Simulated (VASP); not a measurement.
Input of a VASP 6.6.1 run:

File INCAR:

```
PREC = Accurate
ENCUT = 600
EDIFF = 1E-6
ISMEAR = 0
SIGMA = 0.03
LREAL = False
LASPH = True
NELM = 80
ALGO = Normal
ISIF = 3
LWAVE = False
LCHARG = False
GGA = PE
IVDW = 12
IBRION = 2
NSW = 90
EDIFFG = -0.01
KPAR = 2
```

The input KPOINTS:

```
regular mesh
0
Gamma
  9 9 2
```

File POSCAR:

```
WSe2
1.0
    3.2900000000      0.0000000000      0.0000000000
   -1.6450000000      2.8492235785      0.0000000000
    0.0000000000      0.0000000000     12.9700000000
W Se
2 4
Direct
    0.3333333333      0.6666666667      0.2500000000
    0.6666666667      0.3333333333      0.7500000000
    0.3333333333      0.6666666667      0.6210000000
    0.6666666667      0.3333333333      0.1210000000
    0.3333333333      0.6666666667      0.8790000000
    0.6666666667      0.3333333333      0.3790000000
```

Potentials or basis: VASP PAW PBE potentials, release 64 (W_sv, Se).

The run is started by

```console
$ cat potpaw_PBE.64/W_sv/POTCAR potpaw_PBE.64/Se/POTCAR > POTCAR
$ mpirun -np 2 vasp_std > vasp.out
```

Question: What does it give for the space group after relaxing (to 0.05 Å)?

Answer: P6_3/mmc (No. 194).

Question: Estimate the relaxed cell.

Answer: a = 3.281 Å, b = 3.281 Å, c = 12.792 Å, α = 90.00°, β = 90.00°, γ = 120.00°.

Question: Predict the dispersion energy per atom.

Answer: -0.475 eV.

Step by step:
| step | energy change (eV) | largest force (eV/Å) | pressure (GPa) | volume (Å³) |
| --- | --- | --- | --- | --- |
| 1 | 0.0000 | 0.2220 | 0.25 | 121.58 |
| 2 | -0.0001 | 0.1180 | -1.41 | 122.14 |
| 3 | -0.0034 | 0.0495 | -0.59 | 121.86 |
| 4 | -0.0061 | 0.0522 | 0.00 | 120.88 |
| 5 | -0.0061 | 0.0527 | 0.05 | 120.78 |
| 6 | -0.0079 | 0.0435 | 0.02 | 120.50 |
| 7 | -0.0113 | 0.0157 | 0.00 | 119.66 |
| 8 | -0.0116 | 0.0021 | 0.00 | 119.28 |
